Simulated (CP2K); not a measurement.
Runs of CP2K 2026.2 on FeO (Wuestite). The structure is cubic, space group Fm-3m (No. 225). The conventional cell has a = 4.311 Å, b = 4.311 Å, c = 4.311 Å, α = 90.00°, β = 90.00°, γ = 90.00°. Around Fe (site symmetry m-3m) lie 6 O at 2.16 Å. Around O (site symmetry m-3m) lie 6 Fe at 2.16 Å. 

| task | level | potentials or basis | cell | smearing | EPS_DEFAULT | NGRIDS | CUTOFF of the grids | points a segment of the path (NPOINTS) | bands added on the path | pressure (GPa) | moment (μB) |
| --- | --- | --- | --- | --- | --- | --- | --- | --- | --- | --- | --- |
| single point | PBEsol | POTENTIAL_UZH Fe GTH-PBE-q16, O GTH-PBE-q6; TZVP-MOLOPT-PBE-GTH basis | atoms moved at random, drawn with an rms of 0.05 Å | fermi-dirac 0.05 eV | 1.0E-10 | 5 | 600 Ry | - | - | -7.1 | 4.00 |
| band structure | r2SCAN | POTENTIAL_UZH Fe GTH-SCAN-q16, O GTH-SCAN-q6; TZVP-MOLOPT-SCAN-GTH basis | as given | fermi-dirac 0.01 eV | 1.0E-10 | 4 | 850 Ry | 8 | 6 | (a) | 4.00 |
| band structure | LDA | GTH_POTENTIALS Fe GTH-PADE-q16, O GTH-PADE-q6; DZVP-MOLOPT-PBE-GTH basis | as given | fermi-dirac 0.05 eV | 1.0E-10 | 4 | 600 Ry | 6 | 6 | -15.3 | 4.00 |
| band structure | r2SCAN | POTENTIAL_UZH Fe GTH-SCAN-q16, O GTH-SCAN-q6; DZVP-MOLOPT-SCAN-GTH basis | as given | fermi-dirac 0.05 eV | 1.0E-9 | 5 | 850 Ry | 10 | 4 | -6.0 | 4.00 |
| single point | PBEsol | POTENTIAL_UZH Fe GTH-PBE-q16, O GTH-PBE-q6; TZVP-MOLOPT-PBE-GTH basis | as given | fermi-dirac 0.05 eV | 1.0E-10 | 5 | 600 Ry | - | - | -7.6 | 4.00 |
| band structure | PBEsol | POTENTIAL_UZH Fe GTH-PBE-q16, O GTH-PBE-q6; TZVP-MOLOPT-PBE-GTH basis | as given | fermi-dirac 0.0259 eV | 1.0E-9 | 5 | 600 Ry | 6 | 4 | (b) | 4.00 |
| band structure | LDA | GTH_POTENTIALS Fe GTH-PADE-q16, O GTH-PADE-q6; TZVP-MOLOPT-PBE-GTH basis | as given | fermi-dirac 0.01 eV | 1.0E-10 | 5 | 600 Ry | 8 | 2 | -15.3 | 4.00 |
| band structure | PBEsol | POTENTIAL_UZH Fe GTH-PBE-q16, O GTH-PBE-q6; DZVP-MOLOPT-PBE-GTH basis | as given | fermi-dirac 0.05 eV | 1.0E-9 | 5 | 600 Ry | 10 | 2 | -7.3 | 4.00 |

Alike in all rows: spin collinear, ferromagnetic start; k mesh 11 × 11 × 11.

Estimate the missing entries.

(a) -6.7; (b) -7.7.

Caveats: the basis of atomic orbitals isn't converged, which shifts pressures, moduli and gaps; the total moment is fixed, so each spin has its own Fermi level; a cell with one magnetic atom can't hold antiferromagnetic order, which such compounds often take; the potentials were made for another functional, which shifts forces and pressure (some runs).

Runs at the PBE level aren't shown here.
